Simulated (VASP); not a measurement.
The system is Au.

```
Au
1.0
    -1.61981    1.61981    1.61981
     1.61981   -1.61981    1.61981
     1.61981    1.61981   -1.61981
Au
1
Cartesian
  0.0000 0.0000 0.0000
```

This isn't the form of Au at room conditions, which is fcc.

| Quantity | Value |
| --- | --- |
| Program | VASP 6.6.1 |
| Task | relaxation of cell and atoms |
| Functional | PBE |
| Potentials or basis | VASP PAW PBE potentials, release 64 (Au) |
| Cutoff | 600 eV |
| k mesh | 18 × 18 × 18 |
| Occupations | gaussian, width 0.1 eV |
| Spin | no spin polarisation |

At the start: pressure 9.2 GPa; volume 17.00 Å³/atom.

How do energy, volume and symmetry change on relaxing?

Over 4 steps the energy falls by 25.8 meV/atom and the volume is 17.97 Å³/atom (+5.7 %); space group Im-3m (No. 229, to 0.05 Å).

The path:
```
step  energy change (eV)  largest force (eV/Å)  pressure (GPa)  volume (Å³)
   1              0.0000                0.0000            9.15        17.00
   2              0.0208                0.0000           -8.76        19.50
   3             -0.0258                0.0000           -0.15        17.99
   4             -0.0258                0.0000            0.00        17.97
```

Final structure:
```yaml
crystal:
  lattice:
    - [-1.64996, 1.64996, 1.64996]
    - [1.64996, -1.64996, 1.64996]
    - [1.64996, 1.64996, -1.64996]
  atoms:
    - { symbol: Au, position: [0.00000, 0.00000, 0.00000] }
```
